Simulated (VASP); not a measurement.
# BN in VASP 6.6.1, single-point calculation

INCAR

```
NBANDS = 11
NSW = 0
LASPH = .TRUE.
EDIFF = 1E-7
LREAL = .FALSE.
LCHARG = .FALSE.
ENCUT = 520
METAGGA = RTPSS
ALGO = Normal
NELM = 67
LWAVE = .FALSE.
ISIF = 2
IBRION = -1
PREC = Accurate
SIGMA = 0.01
ISMEAR = 0
```

KPOINTS

```
KPOINTS created by Atomic Simulation Environment
0
Gamma
12 12 12
0 0 0
```

POSCAR

```
B  N
 1.0000000000000000
     0.0139804944000000    1.8007577048000001    1.8007577048000001
     1.8007577048000001    0.0139804944000000    1.8007577048000001
     1.8007577048000001    1.8007577048000001    0.0139804944000000
 B   N
   1   1
Cartesian
  0.0001900886880267  0.0001900886880267  0.0001900886880267
  0.9036838873119736  0.9036838873119736  0.9036838873119736
```

The recommended PBE PAW datasets give the neutral cell 8 valence electrons.

Command

```
mpirun -np 1 vasp_std
```

Problem. How does this run end, and what does it give?

Solution. It converged. Results: gap between bands v and c on the k mesh 4.31 eV; least direct gap on the k mesh 9.05 eV; pressure 10.6 GPa; largest force 0.02 eV/Å. Band v is the last that the valence electrons fill when counted band by band, and c is the next.

OSZICAR

```
N       E                     dE             d eps       ncg     rms          rms(c)
DAV:   1     0.114181038834E+02    0.11418E+02   -0.50849E+03  4270   0.751E+02
DAV:   2    -0.162791445278E+02   -0.27697E+02   -0.26810E+02  4972   0.166E+02
DAV:   3    -0.167350525296E+02   -0.45591E+00   -0.45520E+00  4989   0.175E+01
DAV:   4    -0.167352931414E+02   -0.24061E-03   -0.24061E-03  4530   0.455E-01
DAV:   5    -0.167352932024E+02   -0.60984E-07   -0.60995E-07  4811   0.767E-03    0.808E+00
DAV:   6    -0.204076882648E+02   -0.36724E+01   -0.88742E+00  4266   0.262E+01    0.480E+00
DAV:   7    -0.202559987858E+02    0.15169E+00   -0.97348E-02  5037   0.339E+00    0.428E+00
DAV:   8    -0.199154471588E+02    0.34055E+00   -0.11437E+00  4353   0.646E+00    0.113E+00
DAV:   9    -0.199362131806E+02   -0.20766E-01   -0.14618E-01  4759   0.267E+00    0.107E+00
DAV:  10    -0.199248210589E+02    0.11392E-01   -0.26859E-02  4516   0.106E+00    0.349E-01
DAV:  11    -0.199248026315E+02    0.18427E-04   -0.31044E-03  4320   0.357E-01    0.717E-02
DAV:  12    -0.199248593082E+02   -0.56677E-04   -0.95439E-05  4830   0.720E-02    0.387E-02
DAV:  13    -0.199248475420E+02    0.11766E-04   -0.12049E-04  4398   0.628E-02    0.179E-02
DAV:  14    -0.199248487994E+02   -0.12573E-05   -0.26884E-06  4840   0.161E-02    0.389E-03
DAV:  15    -0.199248485735E+02    0.22583E-06   -0.69906E-07  4241   0.524E-03    0.688E-04
DAV:  16    -0.199248485987E+02   -0.25153E-07   -0.23117E-08  2124   0.132E-03
   1 F= -.19924849E+02 E0= -.19924849E+02  d E =-.155251E-30
```

For comparison, a separate r²SCAN run of the intended cell, on usual settings and not on those above, gives a gap of 4.98 eV on its mesh and a pressure of 8.8 GPa.
